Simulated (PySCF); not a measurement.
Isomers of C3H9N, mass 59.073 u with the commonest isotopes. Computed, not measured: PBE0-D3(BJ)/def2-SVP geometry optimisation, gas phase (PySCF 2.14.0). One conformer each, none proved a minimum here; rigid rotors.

Question: Order these by out-of-plane moment Σ m c² = (Ia + Ib − Ic)/2, smallest first.
A. `CN(C)C`
B. `[CH3:1][CH:2]([CH3:3])[NH2:4]` with C1–C2–N4–H 178° and 61°
C. `[CH3:1][CH2:2][CH2:3][NH2:4]` with C1–C2–C3–N4 -178°, C2–C3–N4–H -66° and 177° (1-propanamine)

Answer: C (5.40 u·Å²), A (6.55 u·Å²), B (7.71 u·Å²).

Question: Order these by radius of gyration √(Σ m r²/M), largest first.
A. `[CH3:1][CH2:2][NH:3][CH3:4]` with C1–C2–N3–C4 180° (methylaminoethane)
B. `[CH3:1][CH:2]([CH3:3])[NH2:4]` with C1–C2–N4–H 178° and 61°
C. `CN(C)C`
D. `[CH3:1][CH2:2][CH2:3][NH2:4]` with C1–C2–C3–N4 -178°, C2–C3–N4–H -66° and 177°

Answer: D (1.591 Å), A (1.552 Å), B (1.398 Å), C (1.356 Å).

Question: Order these by rotational constant C, smallest first.
A. `[CH3:1][CH2:2][NH:3][CH3:4]` with C1–C2–N3–C4 180° (methylaminoethane)
B. `N(C)(C)C`
C. `[CH3:1][CH:2]([CH3:3])[NH2:4]` with C1–C2–N4–H 178° and 61°
D. `[CH3:1][CH2:2][CH2:3][NH2:4]` with C1–C2–C3–N4 -178°, C2–C3–N4–H -66° and 177° (1-propanamine)

Answer: D (3507 MHz), A (3690 MHz), C (4689 MHz), B (4948 MHz).

```tsv
SMILES	point group	Ia (u·Å²)	Ib (u·Å²)	Ic (u·Å²)	κ	μa (D)	μb (D)	μc (D)
CCCN	–	19.92	134.99	144.11	-0.98	0.22	0.63	1.06
CN(C)C	C3v	57.61	57.63	102.14	1.00	0.00	0.00	0.44
CCNC	–	19.15	128.41	136.97	-0.98	0.05	0.15	0.83
CC(C)N	Cs	60.07	63.13	107.78	0.78	0.00	0.30	1.24
```
